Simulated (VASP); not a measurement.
The system is CaO (Lime).

```
Ca O
1.0
     0.00000    2.38733    2.38733
     2.38733    0.00000    2.38733
     2.38733    2.38733    0.00000
Ca O
1 1
Cartesian
  0.0000 0.0000 0.0000
  2.3873 2.3873 2.3873
```

Base run:

```yaml
Program: VASP 6.6.1
Functional: PBE0
Potentials_or_basis: VASP PAW PBE potentials, release 64 (Ca_sv, O)
Cutoff: 520 eV
k_mesh: 6 × 6 × 6
Occupations: gaussian, width 0.03 eV
Spin: no spin polarisation
```

Its results: band gap on the k mesh 6.04 eV, indirect (least direct gap 6.46 eV); pressure 2.4 GPa.

Question: The run is repeated on the same cell with these changes: functional from PBE0 to PBE; further incar settings from ALGO = Normal; EDIFF = 1e-07 to ALGO = Fast; EDIFF = 1e-07. What comes out?

Answer: Band gap on the k mesh 3.63 eV, indirect (least direct gap 4.00 eV); pressure 4.7 GPa.

Caveats: the PAW data sets were made with another functional, which shifts forces and pressure a little (some runs).
